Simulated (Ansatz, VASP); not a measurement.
Two plane-wave programs on TaN

```
Ta N
1.0
     2.93994    0.00000    0.00000
    -1.46997    2.54606    0.00000
     0.00000    0.00000    2.89018
Ta N
1 1
Direct
  0.00000 0.00000 0.50000
  0.66667 0.33333 0.00000
```

Alike in both runs: task electric field gradients; functional PBE; k mesh 13 × 13 × 11; occupations fermi-dirac, width 0.05 eV; no spin polarisation.

|  | VASP | Ansatz |
| --- | --- | --- |
| version | VASP 6.6.1 | Ansatz 0.2.0 |
| potentials or method | VASP PAW PBE potentials, release 64 (Ta_pv, N) | PAW with Ansatz's default frozen-core files, scalar-relativistic |
| plane-wave cutoff (eV) | 520 | 420 |
| valence electrons in the cell | 16 | 18 |

VASP gave:

- pressure (GPa): 4.0
- largest component of the traceless stress (GPa): 0.02
- Vzz of the field gradient on the site that differs most (V/Å²): 21.1

Problem. Estimate Ansatz's values.

Solution. Pressure (GPa): 3.3; largest component of the traceless stress (GPa): 0.09; Vzz of the field gradient on the site that differs most (V/Å²): 54.1.

The two sets of potentials don't hold the same shells in valence. Ansatz warned: «gradients_without_spin_orbit».

The runs have no spin-orbit coupling, so splittings on Ta are missing.
